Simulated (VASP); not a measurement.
# Ti (P6_3/mmc) in VASP: further runs

Runs on Ti. Level: r2SCAN+rVV10. Tasks: relaxation of cell and atoms.

Everything below comes from runs of VASP 6.6.1. Logs are shortened: lines on timing, memory, paths and dates and some standing lists are left out, and cuts for length are marked.

## (1) Starting point

The structure is hexagonal, space group P6_3/mmc (No. 194). The conventional cell has a = 2.950 Å, b = 2.950 Å, c = 4.680 Å, α = 90.00°, β = 90.00°, γ = 120.00°. Around Ti (site symmetry -6m2) lie 12 Ti at 2.89 to 2.95 Å.

## (2) Relaxation of cell and atoms, r2SCAN+rVV10

INCAR

```
SYSTEM = Ti
PREC = Accurate
ENCUT = 520
EDIFF = 1E-7
ISMEAR = 0
SIGMA = 0.1
LREAL = .False.
LASPH = .True.
NELM = 60
ALGO = Normal
ISIF = 3
LWAVE = .False.
LCHARG = .False.
METAGGA = R2SCAN
LMIXTAU = .True.
LUSE_VDW = .True.
IVDW_NL = 2
BPARAM = 11.95
CPARAM = 0.0093
IBRION = 2
NSW = 80
EDIFFG = -0.002
```

KPOINTS

```
Automatic mesh
0
Gamma
  18 18 10
  0 0 0
```

POSCAR

```
Ti
1.0
    2.9500000000      0.0000000000      0.0000000000
   -1.4750000000      2.5547749400      0.0000000000
    0.0000000000      0.0000000000      4.6800000000
Ti
2
Direct
    0.3333333300      0.6666666700      0.2500000000
    0.6666666700      0.3333333300      0.7500000000
```

Potentials or basis: VASP PAW PBE potentials, release 64 (Ti_sv).

Command:

```console
$ cat potpaw_PBE.64/Ti_sv/POTCAR > POTCAR
$ mpirun -np 1 vasp_std > vasp.out
```

OUTCAR:

```text
SYSTEM = Ti
   PREC = Accurate
   ENCUT = 520
   EDIFF = 1E-7
   ISMEAR = 0
   LREAL = .False.
   LASPH = .True.
   NELM = 60
   ISIF = 3
   METAGGA = R2SCAN
   IVDW_NL = 2
   BPARAM = 11.95
   IBRION = 2
   NSW = 80
   EDIFFG = -0.002

 ion  position               nearest neighbor table
   1  0.333  0.667  0.250-   2 2.89   2 2.89   2 2.89   2 2.89   2 2.89   2 2.89
   2  0.667  0.333  0.750-   1 2.89   1 2.89   1 2.89   1 2.89   1 2.89   1 2.89

  LATTYP: Found a hexagonal cell.
 ALAT       =     2.9500000000
 C/A-ratio  =     1.5864406780

  Lattice vectors:

 A1 = (   2.9500000000,   0.0000000000,   0.0000000000)
 A2 = (  -1.4750000000,   2.5547749400,   0.0000000000)
 A3 = (   0.0000000000,   0.0000000000,   4.6800000000)

Analysis of symmetry for initial positions (statically):
=====================================================================
 Subroutine PRICEL returns:
 Original cell was already a primitive cell.

 Routine SETGRP: Setting up the symmetry group for a
 hexagonal supercell.

 Subroutine GETGRP returns: Found 24 space group operations
 (whereof 12 operations were pure point group operations)
 out of a pool of 24 trial point group operations.

The static configuration has the point symmetry D_3d.
 The point group associated with its full space group is D_6h.

Analysis of symmetry for dynamics (positions and initial velocities):
=====================================================================
 Subroutine PRICEL returns:
 Original cell was already a primitive cell.

 Routine SETGRP: Setting up the symmetry group for a
 hexagonal supercell.

 Subroutine GETGRP returns: Found 24 space group operations
 (whereof 12 operations were pure point group operations)
 out of a pool of 24 trial point group operations.

The dynamic configuration has the point symmetry D_3d.
 The point group associated with its full space group is D_6h.

 Subroutine INISYM returns: Found 24 space group operations
 (whereof 12 operations are pure point group operations),
 and found     1 'primitive' translations

----------------------------------------------------------------------------------------

                                     Primitive cell

  volume of cell :      35.2712

  direct lattice vectors                    reciprocal lattice vectors
     2.950000000  0.000000000  0.000000000     0.338983051  0.195711956  0.000000000
    -1.475000000  2.554774940  0.000000000     0.000000000  0.391423911  0.000000000
     0.000000000  0.000000000  4.680000000     0.000000000  0.000000000  0.213675214

  length of vectors
     2.950000000  2.949999999  4.680000000     0.391423911  0.391423911  0.213675214

  position of ions in fractional coordinates (direct lattice)
     0.333333330  0.666666670  0.250000000
     0.666666670  0.333333330  0.750000000

  ion indices of the primitive-cell ions
   primitive index   ion index
                 1           1
                 2           2

----------------------------------------------------------------------------------------

 KPOINTS: Automatic mesh

Automatic generation of k-mesh.
 Grid dimensions read from file:
 generate k-points for:   18   18   10

 Generating k-lattice:

  Cartesian coordinates                     Fractional coordinates (reciprocal lattice)
     0.018832392  0.010872886  0.000000000     0.055555556  0.000000000  0.000000000
     0.000000000  0.021745773  0.000000000     0.000000000  0.055555556  0.000000000
     0.000000000  0.000000000  0.021367521     0.000000000  0.000000000  0.100000000

  Length of vectors
     0.021745773  0.021745773  0.021367521

  Shift w.r.t. Gamma in fractional coordinates (k-lattice)
     0.000000000  0.000000000  0.000000000

 Subroutine IBZKPT returns following result:
 ===========================================

 Found    222 irreducible k-points:

 Following reciprocal coordinates:
            Coordinates               Weight
  0.000000  0.000000  0.000000      1.000000
  0.055556 -0.000000  0.000000      6.000000
  0.111111 -0.000000  0.000000      6.000000
  0.166667  0.000000  0.000000      6.000000
  0.222222 -0.000000  0.000000      6.000000
  0.277778  0.000000  0.000000      6.000000
[... 16 lines left out ...]
  0.333333  0.111111  0.000000     12.000000
  0.388889  0.111111  0.000000     12.000000
 [... further k-points ...]
   k-points           NKPTS =    222   k-points in BZ     NKDIM =    222   number of bands    NBANDS=     16
   number of dos      NEDOS =    301   number of ions     NIONS =      2
   total plane-waves  NPLWV =  20736
   dimension x,y,z NGX =    24 NGY =   24 NGZ =   36
   dimension x,y,z NGXF=    48 NGYF=   48 NGZF=   72
   ions per type =               2
   NGX,Y,Z   is equivalent  to a cutoff of  13.53, 13.53, 12.79 a.u.
   NGXF,Y,Z  is equivalent  to a cutoff of  27.05, 27.05, 25.58 a.u.
 SYSTEM =  Ti
   PREC   = accura    normal or accurate (medium, high low for compatibility)
   ISTART =      0    job   : 0-new  1-cont  2-samecut
   ICHARG =      2    charge: 1-file 2-atom 10-const
   ISPIN  =      1    spin polarized calculation?
   LNONCOLLINEAR =      F non collinear calculations
   LSORBIT =      F    spin-orbit coupling
   LASPH  =      T    aspherical Exc in radial PAW
   ENCUT  =  520.0 eV  38.22 Ry    6.18 a.u.   5.49  5.49  8.70*2*pi/ulx,y,z
   NELM   =     60;   NELMIN=  2; NELMDL= -5     # of ELM steps
   EDIFF  = 0.1E-06   stopping-criterion for ELM
   LREAL  =      F    real-space projection
   EDIFFG = -.2E-02   stopping-criterion for IOM
   NSW    =     80    number of steps for IOM
   IBRION =      2    ionic relax: 0-MD 1-quasi-New 2-CG
   NFREE  =      1    steps in history (QN), initial steepest desc. (CG)
   ISIF   =      3    stress and relaxation
   ISYM   =      2    0-nonsym 1-usesym 2-fastsym
   POTIM  = 0.5000    time-step for ionic-motion
   TEBEG  =    0.0;   TEEND  =   0.0 temperature during run
   PSTRESS=    0.0 pullay stress
   NELECT =      24.0000    total number of electrons
   NUPDOWN=      -1.0000    fix difference up-down
   EMIN   =  10.00;   EMAX   =-10.00  energy-range for DOS
   EFERMI =   0.00;   METHOD = LEGACY
   ISMEAR =     0;   SIGMA  =   0.10  broadening in eV -4-tet -1-fermi 0-gaus
   EFERMI_NEDOS =   21; number of points for ismear=-14 and -15
   IALGO  =     38    algorithm
   IMIX   =      4    mixing-type and parameters
     AMIX     =   0.40;   BMIX     =  1.00
     AMIX_MAG =   1.60;   BMIX_MAG =  1.00
  volume/ion in A,a.u.               =      17.64       119.01
  Fermi-wavevector in a.u.,A,eV,Ry     =   1.439920  2.721055 28.209912  2.073370
  Thomas-Fermi vector in A             =   2.558722
   LORBIT       =      0    0 simple, 1 ext, 2 COOP (PROOUT), +10 PAW based schemes
   METAGGA = R2SCAN    functional components
   LHFCALC =     F    Hartree Fock is set to
   AEXX    =    0.0000 exact exchange contribution
   IVDW_NL    =     2    kernel type
   BPARAM     =11.9500
   IVDW    =     0    specifies the selected vdW correction
   LEPSILON=     F    determine dielectric tensor
   LRPA    =     F    only Hartree local field effects (RPA)
 conjugate gradient relaxation of ions
 non-spin polarized calculation
 Gauss-broadening in eV      SIGMA  =   0.10
  energy-cutoff  :      520.00
  volume of cell :       35.27
 maximum number of plane-waves:       976
 NGX is ok and might be reduce to    24

--------------------------------------- Ionic step        1  -------------------------------------------

 number of electron      24.0000002 magnetization

 Free energy of the ion-electron system (eV)
  ---------------------------------------------------
  ext. energy  EPLUGINS =         0.00000000
  ---------------------------------------------------
  free energy    TOTEN  =       -25.34629508 eV

  energy without entropy =      -25.33781451  energy(sigma->0) =      -25.34205479

------------------------ aborting loop because EDIFF is reached ----------------------------------------

  FORCE on cell =-STRESS in cart. coord.  units (eV):
  Direction    XX          YY          ZZ          XY          YZ          ZX
  --------------------------------------------------------------------------------------
  -------------------------------------------------------------------------------------
  Total       -0.5557908     -0.5557908     -0.6546901      0.0000000      0.0000000     -0.0000000
  in kB      -25.2465124    -25.2465124    -29.7389647      0.0000000      0.0000000     -0.0000000
  external PRESSURE =     -26.7439965 kB  Pullay stress =       0.0000000 kB

 VOLUME and BASIS-vectors are now :
 -----------------------------------------------------------------------------
  energy-cutoff  :      520.00
  volume of cell :       35.27
      direct lattice vectors                 reciprocal lattice vectors
     2.950000000  0.000000000  0.000000000     0.338983051  0.195711956  0.000000000
    -1.475000000  2.554774940  0.000000000     0.000000000  0.391423911  0.000000000
     0.000000000  0.000000000  4.680000000     0.000000000  0.000000000  0.213675214
[... 217 lines left out ...]
 POSITION                                       TOTAL-FORCE (eV/Angst)
 -----------------------------------------------------------------------------------
     -0.00000      1.69267      1.15763        -0.000000      0.000000      0.000000
      1.46590      0.84634      3.47290         0.000000     -0.000000      0.000000
 -----------------------------------------------------------------------------------
    total drift:                               -0.000009      0.000005     -0.000000

  FREE ENERGIE OF THE ION-ELECTRON SYSTEM (eV)
  ---------------------------------------------------
  free  energy   TOTEN  =       -25.3533223236 eV

  energy  without entropy=      -25.3450566326  energy(sigma->0) =      -25.34918948

--------------------------------------- Ionic step        8  -------------------------------------------

 number of electron      24.0000001 magnetization

 Free energy of the ion-electron system (eV)
  ---------------------------------------------------
  ext. energy  EPLUGINS =         0.00000000
  ---------------------------------------------------
  free energy    TOTEN  =       -25.35332351 eV

  energy without entropy =      -25.34506136  energy(sigma->0) =      -25.34919244

 E-fermi :   8.4817     XC(G=0): -12.4598

 val. band max:        8.4789661013   @ k =   0.1667   0.0000   0.4000
 cond. band min:       8.4860196908   @ k =   0.3333   0.2778   0.3000
 fundamental gap:      0.0070535895
 Fermi energy:         8.4816715429

 k-point     1 :       0.0000    0.0000    0.0000
  band No.  band energies     occupation
      1     -50.7371      2.00000
      2     -50.5871      2.00000
      3     -26.3132      2.00000
      4     -25.6257      2.00000
      5     -25.6256      2.00000
      6     -25.5518      2.00000
[... 8 lines left out ...]
     15       9.8871      0.00000
     16       9.8871      0.00000
[... 419 lines left out ...]
 k-point    24 :       0.3889    0.1111    0.0000
  band No.  band energies     occupation
      1     -50.6098      2.00000
      2     -50.5607      2.00000
      3     -26.0993      2.00000
      4     -25.9843      2.00000
      5     -25.9716      2.00000
      6     -25.8026      2.00000
[... 8 lines left out ...]
     15       9.7592      0.00000
     16      11.7945      0.00000

 [... further k-points ...]

------------------------ aborting loop because EDIFF is reached ----------------------------------------

  FORCE on cell =-STRESS in cart. coord.  units (eV):
  Direction    XX          YY          ZZ          XY          YZ          ZX
  --------------------------------------------------------------------------------------
  -------------------------------------------------------------------------------------
  Total       -0.0018404     -0.0018404     -0.0015781     -0.0000000     -0.0000000      0.0000000
  in kB       -0.0855684     -0.0855684     -0.0733747     -0.0000000     -0.0000000      0.0000000
  external PRESSURE =      -0.0815038 kB  Pullay stress =       0.0000000 kB

 VOLUME and BASIS-vectors are now :
 -----------------------------------------------------------------------------
  energy-cutoff  :      520.00
  volume of cell :       34.46
      direct lattice vectors                 reciprocal lattice vectors
     2.931524384 -0.000000000 -0.000000000     0.341119455  0.196945409  0.000000000
    -1.465762192  2.538774587 -0.000000000     0.000000000  0.393890819  0.000000000
     0.000000000 -0.000000000  4.630064335     0.000000000  0.000000000  0.215979720

 POSITION                                       TOTAL-FORCE (eV/Angst)
 -----------------------------------------------------------------------------------
     -0.00000      1.69252      1.15752         0.000000     -0.000000      0.000000
      1.46576      0.84626      3.47255        -0.000000      0.000000      0.000000
 -----------------------------------------------------------------------------------
    total drift:                               -0.000009      0.000005     -0.000000

  FREE ENERGIE OF THE ION-ELECTRON SYSTEM (eV)
  ---------------------------------------------------
  free  energy   TOTEN  =       -25.3533235138 eV

  energy  without entropy=      -25.3450613598  energy(sigma->0) =      -25.34919244

 reached required accuracy - stopping structural energy minimisation
```

It took 24 min on 1 thread of Intel Xeon 6975P-C (Granite Rapids), shared host; peak memory 0.35 GiB.

What came out:

```
Free energy                            : -25.3533 eV
Relaxed volume                         : 17.23 Å³/atom
Relaxed cell                           : a = 2.932 Å, b = 2.932 Å, c = 4.630 Å, α = 90.00°, β = 90.00°, γ = 120.00°
Space group after relaxing (to 0.05 Å) : P6_3/mmc (No. 194)
Energy gained by relaxing              : 3.5 meV/atom
Ionic steps                            : 8
Pressure after relaxing                : 0.0 GPa
Band gap on the k mesh                 : none (metal or under the smearing width)
```

Step by step:
```csv
step,energy change (eV),largest force (eV/Å),pressure (GPa),volume (Å³)
1,0.0000,0.0000,-2.67,35.27
2,-0.0020,0.0000,2.42,33.79
3,-0.0069,0.0000,0.00,34.46
4,-0.0069,0.0000,0.05,34.44
5,-0.0070,0.0000,0.05,34.44
6,-0.0070,0.0000,0.04,34.44
7,-0.0070,0.0000,-0.04,34.47
8,-0.0070,0.0000,-0.01,34.46
```

Final structure:
```yaml
crystal:
  lattice:
    - [2.93152, 0.00000, 0.00000]
    - [-1.46576, 2.53877, 0.00000]
    - [0.00000, 0.00000, 4.63006]
  atoms:
    - { symbol: Ti, position: [0.33333, 0.66667, 0.25000] }
    - { symbol: Ti, position: [0.66667, 0.33333, 0.75000] }
```

Caveat: the PAW data sets were made with another functional, which shifts forces and pressure a little.

[end of part 1 of 2]
